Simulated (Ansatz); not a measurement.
Input and command of a plane-wave DFT calculation in Ansatz:

```yaml
crystal:
  lattice:
    - [2.9071506523, 0.0, 0.0]
    - [-1.4535753262, 2.5176663175, 0.0]
    - [0.0, 0.0, 9.4669044942]
  atoms:
    - { symbol: Ag, position: [0.3333333333, 0.6666666667, 0.25] }
    - { symbol: Ag, position: [0.6666666667, 0.3333333333, 0.75] }
    - { symbol: Ag, position: [0.0, 0.0, 0.0] }
    - { symbol: Ag, position: [0.0, 0.0, 0.5] }
basis:
  ecutwfc: 420
kpoints:
  mp_grid: { grid: [18, 18, 4] }
hamiltonian:
  xc: pbe
scf:
  occupations: { method: gaussian, width: 0.1 }
output:
  forces: true
  stress: true
  eigenvalues: true
  write_density: true
  write_potential: true
  elf: true
  volumetric_format: npy
relax:
  adjacent_minimum: "off"
  f_tol: 0.01
  max_steps: 30
  cell: { stress_tol: 0.1, fix: [volume] }
```

```bash
ansatz run input.yaml --threads 1 --pin off --max-ram 2560MiB --backend cpu --events-out ev --progress --plain --runs-dir out
```

Processor: Arm Neoverse V1, 1 thread, on a host shared with other jobs.

**Question.** How long does it run, and how much memory does it take?

**Answer.** About 36 s on 1 thread of Arm Neoverse V1, with other jobs on the host, peak memory 0.5 GiB. It solves 46 bands at 111 k points (the mesh reduced by the symmetry that the task leaves, which can be less than the crystal's) with about 1351 plane waves, in 10 SCF iterations over 2 ionic steps.
